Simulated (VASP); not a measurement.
Crystal: Li.

```
CELL_PARAMETERS angstrom
1.71834 -5.45094 0.00000
1.71834 5.45094 0.00000
0.00000 0.00000 4.54764
ATOMIC_POSITIONS crystal
Li 0.09800 0.90200 0.91000
Li 0.59800 0.40200 0.59000
Li 0.90200 0.09800 0.09000
Li 0.40200 0.59800 0.41000
```

The cell was built by a generator and needn't be a form met in nature.

```yaml
Program: VASP 6.6.1
Task: relaxation of cell and atoms
Functional: PBE
Potentials_or_basis: VASP PAW PBE potentials, release 64 (Li_sv)
Cutoff: 600 eV
k_mesh: 6 × 6 × 4
Occupations: gaussian, width 0.1 eV
Spin: no spin polarisation
```

At the start: pressure 2.2 GPa; volume 21.30 Å³/atom.

Question: Where does the relaxation end?

Answer: Over 20 steps the energy falls by 442.0 meV/atom and the volume is 20.14 Å³/atom (-5.4 %); space group Fmmm (No. 69, to 0.05 Å).

Step by step:
| step | energy change (eV) | largest force (eV/Å) | pressure (GPa) | volume (Å³) |
| --- | --- | --- | --- | --- |
| 1 | 0.0000 | 1.5080 | 2.20 | 85.19 |
| 2 | -0.4560 | 1.2525 | 0.97 | 88.84 |
| 3 | -1.1920 | 0.6228 | -1.51 | 100.23 |
| 4 | -1.2738 | 0.4611 | -2.07 | 104.55 |
| 5 | -1.2857 | 0.4063 | -2.26 | 106.38 |
| 6 | -1.5149 | 0.2548 | -1.85 | 97.91 |
| 7 | -1.6490 | 0.1302 | -1.05 | 88.11 |
| 8 | -1.6532 | 0.1565 | -0.79 | 86.03 |
| 9 | -1.7042 | 0.1150 | -0.20 | 81.60 |
| 10 | -1.7148 | 0.0907 | 0.23 | 79.06 |
| 11 | -1.7150 | 0.0872 | 0.32 | 78.64 |
| 12 | -1.7252 | 0.0402 | 0.18 | 79.43 |
| 13 | -1.7371 | 0.0615 | -0.05 | 81.15 |
| 14 | -1.7175 | 0.2349 | -0.44 | 84.38 |
| 15 | -1.7386 | 0.1069 | -0.12 | 81.79 |
| 16 | -1.7475 | 0.1105 | -0.16 | 82.04 |
| 17 | -1.7514 | 0.1211 | -0.25 | 82.63 |
| 18 | -1.7546 | 0.1173 | -0.22 | 82.42 |
| 19 | -1.7612 | 0.0919 | -0.15 | 81.87 |
| 20 | -1.7682 | 0.0353 | 0.04 | 80.56 |

Final structure:
```yaml
crystal:
  lattice:
    - [1.57952, -5.23124, 0.00000]
    - [1.57952, 5.23124, 0.00000]
    - [0.00000, 0.00000, 4.87472]
  atoms:
    - { symbol: Li, position: [0.13172, 0.86827, 0.99906] }
    - { symbol: Li, position: [0.63172, 0.36827, 0.50094] }
    - { symbol: Li, position: [0.86827, 0.13172, 0.00094] }
    - { symbol: Li, position: [0.36827, 0.63172, 0.49906] }
```

Caveat: the cutoff is under 1.25 times the usual one of these potentials, so pressure, stress and relaxed cells hold a basis-set (Pulay) error.
